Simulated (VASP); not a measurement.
Wanted: the native input for a VASP 6.6.1 run.

| Property | Result |
| --- | --- |
| Task | electric field gradients |
| Functional | PBEsol |
| Potentials or basis | VASP PAW PBE potentials, release 64 (Li_sv) |
| Cutoff | 520 eV |
| k mesh | 15 × 15 × 8 |
| Occupations | fermi-dirac, width 0.03 eV |
| Spin | no spin polarisation |
| Dipole correction | no |
| Further INCAR settings | ALGO = Normal; EDIFF = 1e-08; NBANDS = 10 |

The structure of Li lies in POSCAR:

```
Li
1.0
    3.1519410852      0.0000000000      0.0000000000
   -1.5759705426      2.7296610510      0.0000000000
    0.0000000000      0.0000000000      5.1600208437
Li
2
Direct
    0.3333333333      0.6666666667      0.2500000000
    0.6666666667      0.3333333333      0.7500000000
```

This isn't the form of Li at room conditions, which is bcc.

The cell isn't the ideal one: functional pbesol, volume scaled by 1.04, PAW files.

One way to write it, as run:

INCAR

```
SYSTEM = Li
PREC = Accurate
ENCUT = 520
EDIFF = 1E-8
ISMEAR = -1
SIGMA = 0.03
LREAL = .False.
LASPH = .True.
NELM = 60
ALGO = Normal
ISIF = 2
LWAVE = .False.
LCHARG = .False.
GGA = PS
LEFG = .True.
NBANDS = 10
```

KPOINTS

```
regular mesh
0
Gamma
  15 15 8
  0 0 0
```

Potentials or basis: VASP PAW PBE potentials, release 64 (Li_sv).

Launch:

```console
$ cat potpaw_PBE.64/Li_sv/POTCAR > POTCAR
$ mpirun -np 1 vasp_std > vasp.out
```

Results of the run:

```yaml
Band_gap_on_the_k_mesh: none (metal or under the smearing width)
```

Run time: 78 s on 1 thread of Intel(R) Xeon(R) Platinum 8175M CPU @ 2.50GHz (Skylake/Cascade Lake), on a shared host, peak memory 0.18 GiB.
